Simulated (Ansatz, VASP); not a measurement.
## One calculation of Y, two programs

The input INCAR:

```
PREC = Accurate
ENCUT = 520
EDIFF = 1E-6
ISMEAR = -1
SIGMA = 0.1
LREAL = F
LASPH = T
NELM = 100
ALGO = Normal
ISIF = 2
LWAVE = F
LCHARG = F
GGA = RE
NBANDS = 12
```

Contents of KPOINTS:

```
Automatic mesh
0
Gamma
  11 11 11
```

File POSCAR:

```
Y
1.0
    3.2655835433      0.0000000000      0.0000000000
    0.0000000000      3.2655835433      0.0000000000
    0.0000000000      0.0000000000      3.2655835433
Y
1
Direct
    0.0000000000      0.0000000000      0.0000000000
```

Input for Ansatz:

```yaml
crystal:
  lattice:
    - [3.2655835433, 0.0, 0.0]
    - [0.0, 3.2655835433, 0.0]
    - [0.0, 0.0, 3.2655835433]
  atoms:
    - { symbol: "Y", position: [0.0, 0.0, 0.0] }
hamiltonian:
  xc: revpbe
  pseudopotentials:
    kind: paw
    azcp:
      "Y": "pseudopotentials/Y.paw.azcp"
basis:
  ecutwfc: 420
  fft_grid_basis: typed
kpoints:
  mp_grid: { grid: [11, 11, 11], shift: [0, 0, 0] }
magnetization:
  spin_polarized: false
scf:
  occupations: { method: fermi_dirac, width: 0.1 }
  lower_state_search: "off"
output:
  stress: true
```

Alike in both runs: task single point; functional revPBE; k mesh 11 × 11 × 11; occupations fermi-dirac, width 0.1 eV; no spin polarisation.

|  | VASP | Ansatz |
| --- | --- | --- |
| version | VASP 6.6.1 | Ansatz 0.2.0 |
| potentials or method | VASP PAW PBE potentials, release 64 (Y_sv) | plane waves (420 eV) with PAW, scalar-relativistic |
| plane-wave cutoff (eV) | 520 | 420 |
| valence electrons in the cell | 11 | 11 |

|  | VASP | Ansatz | Ansatz less VASP |
| --- | --- | --- | --- |
| pressure (GPa) | 0.9 | 1.0 | +0.05 |

With one functional, cell and mesh, what is left measures potentials, basis and numerics.

Caveats: the PAW data sets were made with another functional, which shifts forces and pressure a little (VASP).
